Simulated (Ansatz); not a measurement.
**SiC: LAPW beside PAW**

Does the method matter for SiC? The same cell, functional and mesh are run with full-potential LAPW, frozen-core PAW and datasets made for this crystal.

Program: Ansatz 0.2.0. Level of theory: DFT PBEsol, scalar-relativistic. These are calculated values, not measurements.

### Step 1. The system as given

Symmetry: P6_3mc, No. 186, hexagonal system. Conventional cell: a = 3.076 Å, b = 3.076 Å, c = 5.048 Å, α = 90.00°, β = 90.00°, γ = 120.00°. Si (site symmetry 3m) has 4 C at 1.87 to 1.94 Å as nearest neighbours. C (site symmetry 3m) is surrounded by 4 Si at 1.87 to 1.94 Å.

As a file:

```cif
data_structure
_symmetry_space_group_name_H-M 'P6_3mc'
_symmetry_Int_Tables_number 186
_cell_length_a 3.0760
_cell_length_b 3.0760
_cell_length_c 5.0480
_cell_angle_alpha 90.000
_cell_angle_beta 90.000
_cell_angle_gamma 120.000
_cell_volume 41.36
loop_
_atom_site_label
_atom_site_type_symbol
_atom_site_symmetry_multiplicity
_atom_site_Wyckoff_symbol
_atom_site_fract_x
_atom_site_fract_y
_atom_site_fract_z
_atom_site_occupancy
Si1 Si 2 b 0.33333 0.66667 0.00000 1
C1 C 2 b 0.33333 0.66667 0.38500 1
```

The file gives the conventional cell by its symmetry; the runs use the cell typed in the input.

Structure: COD 9008875, as refined from experiment and not relaxed.

Atoms are numbered in the order of the input: Si1, Si2, C3, C4.

### Step 2. Full-potential LAPW

input.yaml reads:

```yaml
crystal:
  lattice:
    - [3.0759982064, 0.0, 0.0]
    - [-1.5379991032, 2.6638925888, 0.0]
    - [0.0, 0.0, 5.048]
  atoms:
    - { symbol: Si, position: [0.3333333333, 0.6666666667, 0.0] }
    - { symbol: Si, position: [0.6666666667, 0.3333333333, 0.5] }
    - { symbol: C, position: [0.3333333333, 0.6666666667, 0.385] }
    - { symbol: C, position: [0.6666666667, 0.3333333333, 0.885] }
kpoints:
  mp_grid: { grid: [15, 15, 8] }
  band_path:
    path:
      - [0.0, 0.0, 0.0]
      - [0.5, 0.0, 0.0]
      - [0.3333333333, 0.3333333333, 0.0]
      - [0.0, 0.0, 0.0]
      - [0.0, 0.0, 0.5]
      - [0.5, 0.0, 0.5]
      - [0.3333333333, 0.3333333333, 0.5]
      - [0.0, 0.0, 0.5]
      - [0.5, 0.0, 0.5]
    npoints: 14
scf:
  occupations: { method: fermi_dirac, width: 0.08 }
hamiltonian:
  xc: pbesol
  pseudopotentials: { kind: all_electron, lapw: { basis_error: 0.001 } }
output:
  forces: true
  stress: true
  eigenvalues: true
  populations: true
  dos: { projected: true, de: 0.2, e_range: [-14, 8] }
```

On the command line:

```bash
ansatz run input.yaml --threads 1 --pin off --max-ram 6144MiB --backend cpu --events-out ev --progress --plain --runs-dir out
```

Standard output:

```text
Si: projections on atomic orbitals take those of the free atom 1s2 2s2 2p6 3s2 3p2, of charge +0.00 (hamiltonian.pseudopotentials.projection_atoms)
C: projections on atomic orbitals take those of the free atom 1s2 2s2 2p2, of charge +0.00 (hamiltonian.pseudopotentials.projection_atoms)
LAPW: plane waves up to 9.674 Å⁻¹, error target 1.0e-3 eV per atom; small_component_spin mean_spin; C in spheres of 0.875 Å, 6 of its electrons in bands, Dirac shells []; Si in spheres of 0.994 Å, 12 of its electrons in bands, Dirac shells []
Engine: ansatz 0.2.0
Pseudopotentials: kind: all_electron
Pseudopotential: Si, LAPW, valence charge 12, Koelling and Harmon's equation, gaussian nucleus
Pseudopotential: C, LAPW, valence charge 6, Koelling and Harmon's equation, gaussian nucleus
Functional definition: PBEsol
  exchange = pbesol_x
  correlation = pbesol_c
Crystal: 4 atoms, lattice volume = 41.364 Å³
Basis set: ecut = 356.5530434998681 eV, 627 PW (Γ), exchange–correlation at level 2
Bands: 22, of which v1, the nominal top of the filled ones, is band 18 counted from 1 (17 counted from 0)
Symmetry: 12 space group operations
Space group: P63mc (ITA 186), of the structure as read, at distance tolerance 3.5e-5 Å
k-points: 135 of 1800 (time reversal used)
Non-local potential: Si, projectors of the file, none
Non-local potential: C, projectors of the file, none
Initial density: superposition of atomic densities (chi_scale 0.1, normalization cell, long waves kept (reshape's long-wave potential 0.00 eV rms))
Initial wavefunctions: plane waves of lowest kinetic energy (no species holds an atomic orbital)
Functional: x = pbesol(κ = 0.804, μ = 0.12345679012345678), c = pbesol(β = 0.046)
iter 1 solved again at ethr=2.67e-2 eV; its pass at ethr=1.00e-1 eV (dr2=9.60e0 eV) is discarded
SCF iter   1: F=—  HF=-17825.891134 eV  |F-HF|=—  |Δ(HF+E_count)|=         —  Δρ=1.40e-1  dr2=9.60e0  ethr=2.67e-2  ⟨swp⟩=2.0  Hψ=20888  notcnv=0
preconditioner: auto → none  [insulator: Δε(μ)=4.483 eV  Ē_g=12.819 eV  σ=0.080 eV  W_gap=1.00  n_scr=10 (ndim 8)  ℏωp=23.1 eV  f_vac=0.000  D(μ)=0.00/eV (n_scr^D=0)  ε∞_Penn≈4.2]
iter 2 solved again at ethr=1.00e-3 eV; its pass at ethr=2.67e-2 eV (dr2=3.62e-1 eV) is discarded
SCF iter   2: F=—  HF=-17822.387855 eV  |F-HF|=—  |Δ(HF+E_count)|=    3.50e0  Δρ=3.71e-2  dr2=3.63e-1  ethr=1.00e-3  ⟨swp⟩=2.1  Hψ=15571  notcnv=0
SCF iter   3: F=—  HF=-17822.179972 eV  |F-HF|=—  |Δ(HF+E_count)|=         —  Δρ=1.61e-2  dr2=6.47e-2  ethr=1.00e-3  ⟨swp⟩=3.0  Hψ=8844  notcnv=0
the basis was enlarged: its passes take 267.6 KiB over the memory plan, 1 of 1 planned eigensolver slots
SCF iter   4: F=—  HF=-17822.165172 eV  |F-HF|=—  |Δ(HF+E_count)|=   1.48e-2  Δρ=1.07e-3  dr2=3.38e-4  ethr=1.80e-4  ⟨swp⟩=2.0  Hψ=7474  notcnv=0
SCF iter   5: F=—  HF=-17822.165165 eV  |F-HF|=—  |Δ(HF+E_count)|=   7.06e-6  Δρ=1.52e-4  dr2=4.78e-6  ethr=9.40e-7  ⟨swp⟩=3.0  Hψ=8316  notcnv=0
SCF iter   6: F=—  HF=-17822.165168 eV  |F-HF|=—  |Δ(HF+E_count)|=   2.45e-6  Δρ=4.39e-5  dr2=4.95e-7  ethr=1.33e-8  ⟨swp⟩=3.0  Hψ=8243  notcnv=0
SCF iter   7: F=-17822.165167 eV  HF=-17822.165167 eV  |F-HF|=2.00e-10  |Δ(HF+E_count)|=   1.64e-7  Δρ=1.80e-6  dr2=7.75e-10  ethr=1.37e-9  ⟨swp⟩=3.0  Hψ=8151  notcnv=0
SCF 1 converged in 7 iterations: F = -17822.165167 eV  dr2 = 7.75e-10
NSCF: frozen V_eff on 113 k-points
SCF converged after 7 iterations
Free energy (F): -17822.165167 eV
Harris-Foulkes:  -17822.165167 eV  (|F-HF|=2.00e-10)
Internal energy: -17822.165167 eV  (E = F + TS)
E sigma→0 (E₀):  -17822.165167 eV
Entropy (-TS):   -0.000000 eV (-0.000 meV/atom)
Fermi energy:    12.111234 eV
--- Per-component energies (eV) ---
  E_band       = -2357.206796
  E_kinetic    = 17853.890704
  E_xc         = -1396.484326
  E_electrostatic = -34279.571544  (all electrons and nuclei)
  E_smearing   = -0.000000  (= −TS)
  E_closure    = 0.000000  (closes the sum)
  E_atoms      = -17790.356461  (free atoms, spherical and without spin; not in F)
  Σ components = -17822.165167   (vs F -17822.165167, Δ=0.00e0)
  Basis errors (estimates in eV, not in F): energy 5.5e-4 per atom: plane waves 5.0e-4 (3.1e-4 summed), levels above the bands 5.6e-35, relativity 1.6e-8, radial functions 5.3e-5, core shells 1.1e-12; eigenvalues (radial functions only) 1.9e-6; not estimated: angular momenta, meshes, grids; target (lapw.basis_error) 1.0e-3; muffin-tin radii C 0.875 Å, Si 0.994 Å
--- Forces (eV/Å), atoms counted from 1 ---
  atom   1  Si    -0.00000000     0.00000000     0.74581695
  atom   2  Si    -0.00000000    -0.00000000     0.74581695
  atom   3  C      0.00000000     0.00000000    -0.74582666
  atom   4  C      0.00000000    -0.00000000    -0.74582666
  max |Σ_I F_I| component: 1.94e-5 eV/Å
--- Stress (GPa, compression-positive) ---
        1.818920      -0.000000       0.000000
       -0.000000       1.818920      -0.000000
        0.000000      -0.000000      -3.005785
  P = ⅓ Tr σ = 0.2107 GPa (2.107 kbar)
--- Band table (eV; the first three rows and the last of 135) ---
  k-point 0: bands = ["-251.5092", "-251.5092", "-122.0312", "-122.0310", "-78.3282", "-78.3266", "-78.3052", "-78.3052", "-78.3049", "-78.3049", "-4.7404", "-1.2041", "2.2465", "9.4399", "9.4399", "10.7266", "10.7266", "11.0001", "15.5630", "16.9648", "17.4320", "17.4320"]
  k-point 1: bands = ["-251.5092", "-251.5092", "-122.0312", "-122.0310", "-78.3282", "-78.3267", "-78.3052", "-78.3052", "-78.3049", "-78.3049", "-4.6640", "-1.5268", "2.6958", "9.4821", "9.4821", "10.5399", "10.6697", "10.6697", "15.6331", "17.3133", "17.4551", "17.4551"]
  k-point 2: bands = ["-251.5092", "-251.5092", "-122.0311", "-122.0310", "-78.3280", "-78.3269", "-78.3052", "-78.3052", "-78.3050", "-78.3050", "-4.4361", "-2.2007", "3.7453", "9.4197", "9.6048", "9.6048", "10.5115", "10.5115", "15.8418", "17.5494", "17.5494", "17.7808"]
  k-point 134: bands = ["-251.5092", "-251.5092", "-122.0310", "-122.0310", "-78.3273", "-78.3273", "-78.3060", "-78.3060", "-78.3060", "-78.3060", "0.1205", "0.1205", "3.0308", "3.0308", "5.0792", "5.0792", "9.2427", "9.2427", "15.7361", "15.7361", "16.8465", "16.8465"]
--- Löwdin populations: 4 sites ---
  site symbol       q [e]
     0     Si     12.9447
     1     Si     12.9447
     2      C      6.9777
     3      C      6.9777
  spilling = 0.003881 (of n_electrons = 40.000000)
```

It took 37 s on 1 thread of Intel Xeon 6975P-C (Granite Rapids), shared host; peak memory 0.59 GiB.

Result: pressure 0.21 GPa; gap 2.17 eV, indirect from Γ to K; largest force 0.746 eV/Å.

Levels at the path's labelled points, in eV from the valence-band top:

```tsv
point	band 15	band 16	band 17	band 18	band 19	band 20	band 21
Γ	-1.56	-0.27	-0.27	0.00	4.56	5.96	6.43
M	-5.47	-3.56	-3.31	-1.49	2.47	4.10	6.66
K	-6.51	-4.15	-4.07	-4.07	2.17	7.86	8.56
Γ	-1.56	-0.27	-0.27	0.00	4.56	5.96	6.43
A	-0.97	-0.97	-0.97	-0.97	5.64	5.64	7.10
L	-2.70	-2.70	-2.35	-2.35	3.06	3.06	4.90
H	-5.92	-5.92	-1.76	-1.76	4.74	4.74	5.85
A	-0.97	-0.97	-0.97	-0.97	5.64	5.64	7.10
L	-2.70	-2.70	-2.35	-2.35	3.06	3.06	4.90
```

States per cell, counted by energy window (eV from the valence-band top, on a grid of 0.20 eV):

```tsv
from	to	total	C 2p	Si 3p	Si 3s	C 2s
-10	-9	0.00	0.00	0.00	0.00	0.00
-9	-8	0.52	0.27	0.09	0.15	0.02
-8	-7	1.40	0.69	0.24	0.37	0.09
-7	-6	1.06	0.52	0.25	0.16	0.12
-6	-5	1.19	0.63	0.35	0.11	0.09
-5	-4	1.43	0.81	0.43	0.09	0.08
-4	-3	1.82	1.13	0.54	0.08	0.06
-3	-2	2.19	1.48	0.58	0.06	0.05
-2	-1	1.94	1.46	0.41	0.02	0.02
-1	0	0.45	0.38	0.05	0.00	0.00
0	1	0.00	0.00	0.00	0.00	0.00
1	2	0.00	0.00	0.00	0.00	0.00
2	3	0.18	0.02	0.08	0.02	0.02
3	4	1.21	0.17	0.51	0.10	0.18
4	5	1.48	0.22	0.63	0.14	0.20
5	6	1.42	0.23	0.55	0.21	0.12
6	7	2.10	0.34	0.81	0.29	0.17
```

[end of part 1 of 2]
